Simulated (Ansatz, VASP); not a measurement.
## Al in VASP and in Ansatz

INCAR

```
ALGO = Normal
EDIFF = 1E-6
ENCUT = 520
GGA = PS
ISIF = 2
ISMEAR = -1
LASPH = T
LCHARG = F
LREAL = F
LWAVE = F
NBANDS = 8
NELM = 100
PREC = Accurate
SIGMA = 0.08
```

File KPOINTS:

```
k-points
0
Gamma
  18 18 18
```

The input POSCAR:

```
Al
1.0
    0.0000000000      2.0077939631      2.0077939631
    2.0077939631      0.0000000000      2.0077939631
    2.0077939631      2.0077939631      0.0000000000
Al
1
Direct
    0.0000000000      0.0000000000      0.0000000000
```

Input for Ansatz:

```yaml
crystal:
  lattice:
    - [0.0, 2.0077939631, 2.0077939631]
    - [2.0077939631, 0.0, 2.0077939631]
    - [2.0077939631, 2.0077939631, 0.0]
  atoms:
    - { symbol: Al, position: [0.0, 0.0, 0.0] }
kpoints:
  mp_grid: { grid: [18, 18, 18] }
  band_path:
    path:
      - [0.0, 0.0, 0.0]
      - [0.5, 0.0, 0.5]
      - [0.625, 0.25, 0.625]
      - [0.375, 0.375, 0.75]
      - [0.0, 0.0, 0.0]
      - [0.5, 0.5, 0.5]
      - [0.5, 0.25, 0.75]
      - [0.5, 0.0, 0.5]
    npoints: 8
scf:
  occupations: { method: fermi_dirac, width: 0.08 }
hamiltonian:
  xc: pbesol
  pseudopotentials: { kind: paw }
output:
  forces: true
  stress: true
  eigenvalues: true
  populations: true
  dos: { projected: true, de: 0.2, e_range: [-14, 8] }
```

Change from the starting cell: volume scaled by 1, PAW files.

Alike in both runs: task single point; functional PBEsol; k mesh 18 × 18 × 18; occupations fermi-dirac, width 0.08 eV; no spin polarisation.

|  | VASP | Ansatz |
| --- | --- | --- |
| version | VASP 6.6.1 | Ansatz 0.2.0 |
| potentials or method | VASP PAW PBE potentials, release 64 (Al) | PAW with Ansatz's default frozen-core files, scalar-relativistic |
| plane-wave cutoff (eV) | 520 | 420 |
| valence electrons in the cell | 3 | 3 |

|  | VASP | Ansatz | Ansatz less VASP |
| --- | --- | --- | --- |
| pressure (GPa) | 0.0 | 0.0 | -0.06 |

With one functional, cell and mesh, what is left measures potentials, basis and numerics.

Caveats: the PAW data sets were made with another functional, which shifts forces and pressure a little (VASP).
